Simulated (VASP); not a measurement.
# A vacancy on the O site in HfO2, part 3 of 6

Wanted: what a vacancy on the O site costs in HfO2 and how the lattice relaxes round it. The start is a cell from a database of measured crystal structures.

VASP 6.6.1, plane waves and PAW; the level of theory is named at each step.

So far. Step 2 (The host at zero pressure): The run ended after 3 ionic steps, 0.091 eV below its first step, once forces and stress met EDIFFG = -0.02. Step 3 (Relax the host again, on a new basis): The start already met the threshold, so nothing moved. The relaxed cell has a = 5.018 Å (conventional setting).

## Step 4: The host's dielectric tensor, for the charge correction (continued)

Level of this step: PBEsol; plane waves and PAW (Hf, O) (VASP).

OUTCAR, selected parts (step 4):

```text
The static configuration has the point symmetry O_h .

 Found     10 irreducible k-points:

   dimension x,y,z NGX =    24 NGY =   24 NGZ =   24
   dimension x,y,z NGXF=    48 NGYF=   48 NGZF=   48

   ENCUT  =  400.0 eV  29.40 Ry    5.42 a.u.   5.79  5.79  5.79*2*pi/ulx,y,z

   NELECT =      16.0000    total number of electrons

  Total       -1.3354582     -1.3354582     -1.3354582     -0.0000000     -0.0000000     -0.0000000
  in kB      -67.7167623    -67.7167623    -67.7167623     -0.0000000     -0.0000000     -0.0000000
  external PRESSURE =     -67.7167623 kB  Pullay stress =       0.0000000 kB

  energy-cutoff  :      400.00
  volume of cell :       31.60
      direct lattice vectors                 reciprocal lattice vectors
     0.000000000  2.509217041  2.509217041    -0.199265345  0.199265345  0.199265345
     2.509217041  0.000000000  2.509217041     0.199265345 -0.199265345  0.199265345
     2.509217041  2.509217041  0.000000000     0.199265345  0.199265345 -0.199265345

 POSITION                                       TOTAL-FORCE (eV/Angst)
 -----------------------------------------------------------------------------------
      0.00000      0.00000      0.00000        -0.000000     -0.000000     -0.000000
      3.76383      3.76383      3.76383        -0.000000     -0.000000     -0.000000
      1.25461      1.25461      1.25461         0.000000      0.000000      0.000000
 -----------------------------------------------------------------------------------
    total drift:                                0.000000      0.000000      0.000000

 MACROSCOPIC STATIC DIELECTRIC TENSOR (including local field effects in DFT)
 ------------------------------------------------------
           5.169243    -0.000000     0.000000
          -0.000000     5.169243    -0.000000
          -0.000000    -0.000000     5.169243
 ------------------------------------------------------

 PIEZOELECTRIC TENSOR (including local field effects)  for field in x, y, z        (C/m^2)
          XX          YY          ZZ          XY          YZ          ZX
  --------------------------------------------------------------------------------
  x     0.00000     0.00000     0.00000     0.00000     0.00000     0.00000
  y     0.00000     0.00000     0.00000     0.00000     0.00000     0.00000
  z     0.00000     0.00000     0.00000     0.00000     0.00000     0.00000

 BORN EFFECTIVE CHARGES (including local field effects) (in |e|, cummulative output)
 ---------------------------------------------------------------------------------
 ion    1
    1     5.55149     0.00000     0.00000
    2     0.00000     5.55149     0.00000
    3     0.00000     0.00000     5.55149
 ion    2
    1    -2.77575    -0.00000    -0.00000
    2    -0.00000    -2.77575    -0.00000
    3    -0.00000    -0.00000    -2.77575
 ion    3
    1    -2.77575    -0.00000    -0.00000
    2    -0.00000    -2.77575    -0.00000
    3    -0.00000    -0.00000    -2.77575

 Eigenvectors and eigenvalues of the dynamical matrix
 ----------------------------------------------------

   1 f  =   17.731766 THz   111.411970 2PiTHz  591.468039 cm-1    73.332658 meV
             X         Y         Z           dx          dy          dz
      0.000000  0.000000  0.000000     0.000000   -0.000000    0.000000
      3.763826  3.763826  3.763826     0.000000   -0.000000   -0.707107
      1.254609  1.254609  1.254609    -0.000000    0.000000    0.707107

   2 f  =   17.731766 THz   111.411970 2PiTHz  591.468039 cm-1    73.332658 meV
             X         Y         Z           dx          dy          dz
      0.000000  0.000000  0.000000     0.000000    0.000000    0.000000
      3.763826  3.763826  3.763826     0.707100    0.003177   -0.000000
      1.254609  1.254609  1.254609    -0.707100   -0.003177   -0.000000

   3 f  =   17.731766 THz   111.411970 2PiTHz  591.468039 cm-1    73.332658 meV
             X         Y         Z           dx          dy          dz
      0.000000  0.000000  0.000000    -0.000000   -0.000000    0.000000
      3.763826  3.763826  3.763826    -0.003177    0.707100   -0.000000
      1.254609  1.254609  1.254609     0.003177   -0.707100    0.000000

   4 f  =    7.887259 THz    49.557109 2PiTHz  263.090637 cm-1    32.619067 meV
             X         Y         Z           dx          dy          dz
      0.000000  0.000000  0.000000     0.002374   -0.206577    0.331930
      3.763826  3.763826  3.763826    -0.003952    0.343877   -0.552544
      1.254609  1.254609  1.254609    -0.003952    0.343877   -0.552544

   5 f  =    7.887259 THz    49.557109 2PiTHz  263.090637 cm-1    32.619067 meV
             X         Y         Z           dx          dy          dz
      0.000000  0.000000  0.000000    -0.390907   -0.006842   -0.001463
      3.763826  3.763826  3.763826     0.650719    0.011390    0.002435
      1.254609  1.254609  1.254609     0.650719    0.011390    0.002435

   6 f  =    7.887259 THz    49.557109 2PiTHz  263.090637 cm-1    32.619067 meV
             X         Y         Z           dx          dy          dz
      0.000000  0.000000  0.000000     0.006582   -0.331868   -0.206586
      3.763826  3.763826  3.763826    -0.010956    0.552440    0.343891
      1.254609  1.254609  1.254609    -0.010956    0.552440    0.343891

   7 f/i=    0.009115 THz     0.057274 2PiTHz    0.304060 cm-1     0.037699 meV
             X         Y         Z           dx          dy          dz
      0.000000  0.000000  0.000000     0.086310    0.899539   -0.174709
      3.763826  3.763826  3.763826     0.025925    0.270190   -0.052477
      1.254609  1.254609  1.254609     0.025925    0.270190   -0.052477

   8 f/i=    0.009115 THz     0.057274 2PiTHz    0.304060 cm-1     0.037699 meV
             X         Y         Z           dx          dy          dz
      0.000000  0.000000  0.000000    -0.011812    0.176560    0.903233
      3.763826  3.763826  3.763826    -0.003548    0.053032    0.271300
      1.254609  1.254609  1.254609    -0.003548    0.053032    0.271300

   9 f/i=    0.009115 THz     0.057274 2PiTHz    0.304060 cm-1     0.037699 meV
             X         Y         Z           dx          dy          dz
      0.000000  0.000000  0.000000     0.916272   -0.082458    0.028101
      3.763826  3.763826  3.763826     0.275216   -0.024768    0.008441
      1.254609  1.254609  1.254609     0.275216   -0.024768    0.008441

 MACROSCOPIC STATIC DIELECTRIC TENSOR IONIC CONTRIBUTION
 ------------------------------------------------------
          25.469452    -0.000000    -0.000000
          -0.000000    25.469452     0.000000
          -0.000000     0.000000    25.469452
 ------------------------------------------------------

 ELASTIC MODULI CONTR FROM IONIC RELAXATION (kBar)
 Direction    XX          YY          ZZ          XY          YZ          ZX
 --------------------------------------------------------------------------------
 XX          -0.0000      0.0000     -0.0000      0.0000      0.0000      0.0000
 YY           0.0000     -0.0000      0.0000     -0.0000     -0.0000     -0.0000
 ZZ          -0.0000      0.0000     -0.0000      0.0000      0.0000      0.0000
 XY           0.0000     -0.0000      0.0000   -373.9406     -0.0000     -0.0000
 YZ           0.0000     -0.0000      0.0000     -0.0000   -373.9406     -0.0000
 ZX           0.0000     -0.0000      0.0000     -0.0000     -0.0000   -373.9406
 --------------------------------------------------------------------------------

 PIEZOELECTRIC TENSOR IONIC CONTR  for field in x, y, z        (C/m^2)
          XX          YY          ZZ          XY          YZ          ZX
  --------------------------------------------------------------------------------
  x    -0.00000    -0.00000    -0.00000     0.00000     0.00000    -0.00000
  y     0.00000     0.00000     0.00000    -0.00000    -0.00000     0.00000
  z     0.00000     0.00000     0.00000     0.00000    -0.00000     0.00000

[... 5 parts as in an earlier step ...]

[... 1 further part left out ...]
```

Energies printed during the response cycles are not total energies of the cell.

This step gave:

```
pressure of the cell           : -6.772 GPa
largest force of the cell      : 0 eV/Å
Fermi energy                   : 4.734 eV
gap on the k-mesh              : 4.007 eV
least direct gap on the k-mesh : 4.386 eV
```

Electronic dielectric tensor with local fields:

```
5.17 0.00 0.00
0.00 5.17 0.00
0.00 0.00 5.17
```

Ionic part of the static dielectric tensor:

```
25.47  0.00  0.00
 0.00 25.47  0.00
 0.00  0.00 25.47
```

Born effective charge (e), principal values of the symmetric part by kind of site:

| atom | atoms with these values | low | middle | high | mean |
| --- | --- | --- | --- | --- | --- |
| Hf1 | 1 | 5.55 | 5.55 | 5.55 | 5.55 |
| O2 | 2 | -2.78 | -2.78 | -2.78 | -2.78 |

In full for Hf1:

```
5.55 0.00 0.00
0.00 5.55 0.00
0.00 0.00 5.55
```

Infrared lines, with heights relative to the strongest:

| position (cm⁻¹) | lines merged | squared mode dipole, relative |
| --- | --- | --- |
| 263 | 3 | 100 |
| 591 | 3 | 0.0 |

The electrons screen with a mean of 5.17 and the ions add 25.47; the sum enters the correction.

## Step 5: The perfect supercell

System of this step: HfO2. The cell holds 192 atoms: 64 Hf and 128 O. Its edges and angles: a = 14.194 Å, b = 14.194 Å, c = 14.194 Å, α = 60.0°, β = 60.0°, γ = 60.0°. It derives from HfO2.

The same cell, mesh and cutoff without the defect give the energy to subtract and, in a gapped host, the band edges to count from, so that most errors cancel.

Input file INCAR:

```
SYSTEM = HfO2
PREC = Normal
ENCUT = 400
EDIFF = 1E-05
NELM = 120
ISMEAR = 0
SIGMA = 0.05
LREAL = Auto
ALGO = Fast
GGA = PS
NBANDS = 646
LASPH = .TRUE.
LORBIT = 11
LWAVE = .FALSE.
LCHARG = .FALSE.
```

Input file POSCAR:

```
HfO2
1.0
    0.0000000000     10.0368681644     10.0368681644
   10.0368681644      0.0000000000     10.0368681644
   10.0368681644     10.0368681644      0.0000000000
Hf O
64 128
Direct
    0.0000000000      0.0000000000      0.0000000000
    0.0000000000      0.0000000000      0.2500000000
    0.0000000000      0.0000000000      0.5000000000
    0.0000000000      0.0000000000      0.7500000000
    0.0000000000      0.2500000000      0.0000000000
    0.0000000000      0.2500000000      0.2500000000
    0.0000000000      0.2500000000      0.5000000000
    0.0000000000      0.2500000000      0.7500000000
    0.0000000000      0.5000000000      0.0000000000
    0.0000000000      0.5000000000      0.2500000000
    0.0000000000      0.5000000000      0.5000000000
    0.0000000000      0.5000000000      0.7500000000
    0.0000000000      0.7500000000      0.0000000000
    0.0000000000      0.7500000000      0.2500000000
    0.0000000000      0.7500000000      0.5000000000
    0.0000000000      0.7500000000      0.7500000000
    0.2500000000      0.0000000000      0.0000000000
    0.2500000000      0.0000000000      0.2500000000
    0.2500000000      0.0000000000      0.5000000000
    0.2500000000      0.0000000000      0.7500000000
    0.2500000000      0.2500000000      0.0000000000
    0.2500000000      0.2500000000      0.2500000000
    0.2500000000      0.2500000000      0.5000000000
    0.2500000000      0.2500000000      0.7500000000
    0.2500000000      0.5000000000      0.0000000000
    0.2500000000      0.5000000000      0.2500000000
    0.2500000000      0.5000000000      0.5000000000
    0.2500000000      0.5000000000      0.7500000000
    0.2500000000      0.7500000000      0.0000000000
    0.2500000000      0.7500000000      0.2500000000
[... 156 atom lines left out ...]
    0.8125000000      0.5625000000      0.5625000000
    0.8125000000      0.5625000000      0.8125000000
    0.8125000000      0.8125000000      0.0625000000
    0.8125000000      0.8125000000      0.3125000000
    0.8125000000      0.8125000000      0.5625000000
    0.8125000000      0.8125000000      0.8125000000
```

Input file KPOINTS:

```
Automatic mesh
0
Gamma
1 1 1
0 0 0
```

Potentials, in the order of the species: Hf and O (PBE family, release 64).

Run with:

```bash
> export OMP_NUM_THREADS=5
> mpirun -np 1 vasp_gam
```

The log of the run:

```text
[banner, memory and clock lines left out]
running    1 mpi-ranks, on    1 nodes
 distrk:  each k-point on    1 cores,    1 groups
 distr:  one band on    1 cores,    1 groups
 Offloading initialized ...    1 GPUs detected
 POSCAR found type information on POSCAR HfO
 POSCAR found :  2 types and     192 ions
 [... a notice as in an earlier step ...]

 LDA part: xc-table for (Slater+PW92), standard interpolation
 POSCAR, INCAR and KPOINTS ok, starting setup
 FFT: planning ... GRIDC
 FFT: planning ... GRID_SOFT
 FFT: planning ... GRID
 WAVECAR not read
 entering main loop
       N       E                     dE             d eps       ncg     rms          rms(c)
DAV:   1     0.889592061145E+04    0.88959E+04   -0.50726E+05  1300   0.128E+03
DAV:   2    -0.118565565414E+04   -0.10082E+05   -0.95089E+04  1896   0.344E+02
DAV:   3    -0.233706203310E+04   -0.11514E+04   -0.11395E+04  1496   0.122E+02
DAV:   4    -0.236637890431E+04   -0.29317E+02   -0.29215E+02  1560   0.197E+01
DAV:   5    -0.236690274260E+04   -0.52384E+00   -0.52279E+00  1528   0.244E+00    0.199E+02
RMM:   6    -0.203279594766E+04    0.33411E+03   -0.14259E+03  1344   0.389E+01    0.113E+02
RMM:   7    -0.203617427800E+04   -0.33783E+01   -0.27343E+02  1440   0.129E+01    0.309E+01
RMM:   8    -0.203185962450E+04    0.43147E+01   -0.23998E+01  1465   0.581E+00    0.926E+00
RMM:   9    -0.203228475098E+04   -0.42513E+00   -0.81892E+00  1503   0.334E+00    0.607E+00
RMM:  10    -0.203238459638E+04   -0.99845E-01   -0.59406E+00  1546   0.248E+00    0.293E+00
RMM:  11    -0.203236969780E+04    0.14899E-01   -0.50656E-01  1577   0.717E-01    0.299E+00
RMM:  12    -0.203225809897E+04    0.11160E+00   -0.94131E-02  1527   0.316E-01    0.222E+00
RMM:  13    -0.203254068346E+04   -0.28258E+00   -0.48707E+00  2289   0.197E+00    0.582E+00
RMM:  14    -0.203217955399E+04    0.36113E+00   -0.13998E+00  1964   0.108E+00    0.140E+00
RMM:  15    -0.203217220814E+04    0.73459E-02   -0.76166E-02  1611   0.242E-01    0.491E-01
RMM:  16    -0.203217247173E+04   -0.26359E-03   -0.22326E-02  1547   0.137E-01    0.787E-02
RMM:  17    -0.203217373592E+04   -0.12642E-02   -0.80829E-03  1617   0.802E-02    0.227E-01
RMM:  18    -0.203217261155E+04    0.11244E-02   -0.70405E-03  1503   0.881E-02    0.678E-02
RMM:  19    -0.203217264301E+04   -0.31454E-04   -0.59398E-04  1596   0.272E-02    0.401E-02
RMM:  20    -0.203217263834E+04    0.46627E-05   -0.87440E-05  1351   0.799E-03
   1 F= -.20321726E+04 E0= -.20321726E+04  d E =-.385015E-17
```

The job ended after 4.4 min (1 × NVIDIA H100 80GB HBM3, 81559 MiB with 1 MPI rank of AMD EPYC 7R13 (Zen 3), card shared with another run, shared host; peak memory 2.2 GiB).

Parts of OUTCAR (step 5):

```text
   k-points           NKPTS =      1   k-points in BZ     NKDIM =      1   number of bands    NBANDS=    646

   ENCUT  =  400.0 eV  29.40 Ry    5.42 a.u.  23.15 23.15 23.15*2*pi/ulx,y,z

   NELECT =    1024.0000    total number of electrons

 E-fermi :   4.9501

 k-point     1 :       0.0000    0.0000    0.0000
  band No.  band energies     occupation
    ...
    508       4.4350      2.00000
    509       4.4350      2.00000
    510       4.6433      2.00000
    511       4.6433      2.00000
    512       4.6433      2.00000
    513       8.3678      0.00000
    514       8.3678      0.00000
    515       8.3678      0.00000
    516       8.4425      0.00000
    517       8.4425      0.00000
    ...

  Total      -80.4349325    -80.4349325    -80.4349325      0.0000000     -0.0000000      0.0000000
  in kB      -63.7280499    -63.7280499    -63.7280499      0.0000000     -0.0000000      0.0000000
  external PRESSURE =     -63.7280499 kB  Pullay stress =       0.0000000 kB

 POSITION                                       TOTAL-FORCE (eV/Angst)
 -----------------------------------------------------------------------------------
      0.00000      0.00000      0.00000         0.000000      0.000000      0.000000
      2.50922      2.50922      0.00000         0.000000      0.000000      0.000000
      5.01843      5.01843      0.00000         0.000000      0.000000      0.000000
      7.52765      7.52765      0.00000         0.000000      0.000000      0.000000
      2.50922      0.00000      2.50922         0.000000      0.000000      0.000000
      5.01843      2.50922      2.50922         0.000000      0.000000      0.000000
      7.52765      5.01843      2.50922         0.000000      0.000000      0.000000
     10.03687      7.52765      2.50922         0.000000      0.000000      0.000000
      5.01843      0.00000      5.01843         0.000000      0.000000      0.000000
      7.52765      2.50922      5.01843         0.000000      0.000000      0.000000
     10.03687      5.01843      5.01843         0.000000      0.000000      0.000000
     12.54609      7.52765      5.01843         0.000000      0.000000      0.000000
      7.52765      0.00000      7.52765         0.000000      0.000000      0.000000
     10.03687      2.50922      7.52765         0.000000      0.000000      0.000000
     12.54609      5.01843      7.52765         0.000000      0.000000      0.000000
     15.05530      7.52765      7.52765         0.000000      0.000000      0.000000
      0.00000      2.50922      2.50922         0.000000      0.000000      0.000000
      2.50922      5.01843      2.50922         0.000000      0.000000      0.000000
      5.01843      7.52765      2.50922         0.000000      0.000000      0.000000
      7.52765     10.03687      2.50922         0.000000      0.000000      0.000000
      2.50922      2.50922      5.01843         0.000000      0.000000      0.000000
      5.01843      5.01843      5.01843         0.000000      0.000000      0.000000
      7.52765      7.52765      5.01843         0.000000      0.000000      0.000000
     10.03687     10.03687      5.01843         0.000000      0.000000      0.000000
[...]
-----------------------------------------------------------------------------------
    total drift:                                0.000000      0.000000      0.000000

  FREE ENERGIE OF THE ION-ELECTRON SYSTEM (eV)
  ---------------------------------------------------
  free  energy   TOTEN  =     -2032.1726383439 eV

  energy  without entropy=    -2032.1726383439  energy(sigma->0) =    -2032.17263834

[... 1 part as in an earlier step ...]

[... 9 further parts left out ...]
```

Numbers from this step:

- electronic cycles: 20
- electrons: 1024
- free energy (TOTEN): -2032.1726 eV
- Fermi energy: 4.950 eV
- gap on the k-mesh: 3.725 eV

No direct gap is given, since this cell folds other wave vectors onto the zone centre.

At this cutoff and mesh the cell shows a pressure of -6.4 GPa, where the relaxation had removed it. It comes from the smaller basis, the coarser mesh or a moment that this cell holds.

The perfect cell has a gap of 3.72 eV on this mesh, with its valence-band top at 4.643 eV, and charged states follow.

[end of part 3 of 6]

[Lines on the potential files, build, host, timing and source positions are cut from VASP's logs without a mark.]

[Logs are printed without paths, hosts, clocks, repeated set-up lines and the standing remarks that a program may print on its own settings, such as how far it seeks lower states.]

[Hosts, paths, dates, database ids (printed as entryN), source tags and the programs' standing remarks are cut or masked in the printed files.]

[In band tables of VASP the shares of atoms and orbitals are scaled to a sum of 1 inside the atoms' spheres.]

[Runs that stopped without an error message from VASP are left out.]
